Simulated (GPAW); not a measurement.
# free-standing triangular Ni monolayer, spacing 2.356 A: from the magnetic state to anisotropy

Aim: the anisotropy of free-standing triangular Ni monolayer, spacing 2.356 A from the Kohn–Sham states of one collinear run.

Method: PBE; plane waves with GPAW's PAW setups, scalar-relativistic, in GPAW 26.7.0.

This is a report of a sequence of runs, with most program output left out.

**1. The structure**

The cell holds 1 atom: 1 Ni. Cell: a = 2.356 Å, b = 2.356 Å, c = 14.000 Å, α = 90.0°, β = 90.0°, γ = 120.0°. model lattice. Vacuum lies along c.

As a file:

```
Ni
1.0
     2.35600    0.00000    0.00000
    -1.17800    2.04036    0.00000
     0.00000    0.00000   14.00000
Ni
1
Direct
  0.00000 0.00000 0.50000
```

**2. Ground-state run**

All later steps read the density of this run.

order1.py

```python
import json
import numpy as np
from ase import Atoms
from ase.parallel import paropen, parprint
from gpaw import GPAW

atoms = Atoms(['Ni'],
    cell=[[2.356, 0.0, 0.0],
         [-1.178, 2.040356, 0.0],
         [0.0, 0.0, 14.0]],
    scaled_positions=[[0.0, 0.0, 0.5]],
    pbc=True,
    magmoms=[1.0])
atoms.calc = GPAW(mode={'name': 'pw', 'ecut': 550},
    xc='PBE',
    kpts={'size': (14, 14, 1), 'gamma': True},
    occupations={'name': 'fermi-dirac', 'width': 0.05},
    convergence={'density': 1e-05, 'energy': 1e-05},
    maxiter=200,
    symmetry={'tolerance': 1e-4},
    txt='order1.txt')
e = atoms.get_potential_energy(force_consistent=True)
res = {'free_energy': e, 'energy_sigma0': atoms.get_potential_energy(), 'fermi_energy': atoms.calc.get_fermi_level()}
res['moments'] = atoms.get_magnetic_moments().tolist()
res['total'] = atoms.get_magnetic_moment()
parprint('site moments (muB):', np.round(res['moments'], 3))
parprint(f"total moment: {res['total']:.3f} muB")
parprint(f'free energy: {e:.6f} eV')
atoms.calc.write('order1.gpw')
with paropen('results.json', 'w') as f:
    json.dump(res, f)
```

On the command line:

```sh
$ OMP_NUM_THREADS=1 python3 order1.py > order1.log
```

The job ended after 16 s (1 MPI rank of Intel Xeon 6975P-C (Granite Rapids), shared host; peak memory 0.18 GiB).

Numbers from this step:

```
magnetization  : 0.9122 μB
final state    : ferromagnetic
largest moment : 0.9683 μB
```

After 14 cycles the largest moment stands at 0.968 μB.

**3. More states at fixed density**

The steps that follow sum over empty states, which the ground-state run does not converge; 12 states a spin are converged here at the frozen density and written with their wave functions.

It starts from the saved density of the lowest of the states tried.

nscf.py

```python
from gpaw import GPAW

calc = GPAW('order1.gpw').fixed_density(
    kpts={'size': (14, 14, 1), 'gamma': True},
    nbands=16,
    convergence={'bands': 12, 'eigenstates': 1e-9},
    eigensolver='ppcg',
    parallel={'domain': 1},
    txt='nscf.txt')
calc.write('nscf.gpw', mode='all')
```

On the command line:

```sh
$ OMP_NUM_THREADS=1 python3 nscf.py > nscf.log
```

The job ended after 12 s (1 MPI rank; peak memory 0.2 GiB).

**4. Easy axis by the force theorem**

Spin–orbit coupling is added in the basis of the saved states for each direction of the moments. The change in the band energy is the anisotropy energy, with no new self-consistent run.

anisotropy.py

```python
import json
import numpy as np
from ase.parallel import paropen, parprint
from gpaw import GPAW
from gpaw.spinorbit import soc_eigenstates

calc = GPAW('nscf.gpw')
angles = [[0.0, 0.0], [90.0, 0.0], [90.0, 90.0], [45.0, 0.0]]  # theta, phi in degrees
res = {'rows': []}
for scale in [1.0]:
    e0 = None
    for theta, phi in angles:
        soc = soc_eigenstates(calc, n2=12, scale=scale, theta=theta, phi=phi)
        e = soc.calculate_band_energy()
        e0 = e if e0 is None else e0
        orbital = soc.get_orbital_magnetic_moments()
        res['rows'].append([scale, theta, phi, 1000 * (e - e0), orbital.tolist()])
        parprint(f'scale {scale} theta {theta:6.1f} phi {phi:6.1f}  dE = {1000 * (e - e0):9.4f} meV  |L| =', np.round(np.linalg.norm(orbital, axis=1), 4))
with paropen('results.json', 'w') as f:
    json.dump(res, f)
```

On the command line:

```sh
$ OMP_NUM_THREADS=1 python3 anisotropy.py > anisotropy.log
```

Run time: 3.1 s. Hardware: 1 MPI rank; peak memory 0.14 GiB.

Directions, in the order of the table: the normal; the first cell vector; the in-plane normal to it; 0.50 of the way from the normal to the first cell vector.

Theta from the Cartesian z axis, phi from x; spin up lies along the direction. Anisotropy, by row:

```
spin-orbit scale  theta (degrees)  phi (degrees)  band energy less the first direction's (meV a cell)  orbital moment of atom 1 along the direction (μB)  sum of orbital moments along the direction (μB a cell)
               1                0              0                                                    0                                            0.07455                                                 0.07455
               1               90              0                                              -0.2243                                             0.1435                                                  0.1435
               1               90             90                                              -0.2241                                             0.1435                                                  0.1435
               1               45              0                                               -0.118                                             0.1091                                                  0.1091
```

**5. Outcome**

```yaml
state: ferromagnetic
largest_site_moment: 0.968 μB
spread_of_the_directions_energies: 0.224 meV a cell
easiest_direction_tried: the plane normal to the layer's normal
```

**Reading.** About the ferromagnetic state the directions differ by 0.224 meV a cell, with the plane normal to the layer's normal easiest. The anisotropy comes from the force theorem at a frozen potential; it needs a check on a finer mesh, and shape anisotropy is not in it.

[Logs and program files are shortened in this print: banners, set-up blocks, solver, clock and traceback lines can be left out without a mark of their own.]

[Logs are printed without paths, hosts, clocks, repeated set-up lines and the standing remarks that a program may print on its own settings, such as how far it seeks lower states.]

[Hosts, paths, dates, database ids (printed as entryN), source tags and the programs' standing remarks are cut or masked in the printed files.]

[Where a cell is said to come from a database of computed structures, the database is the Materials Project.]
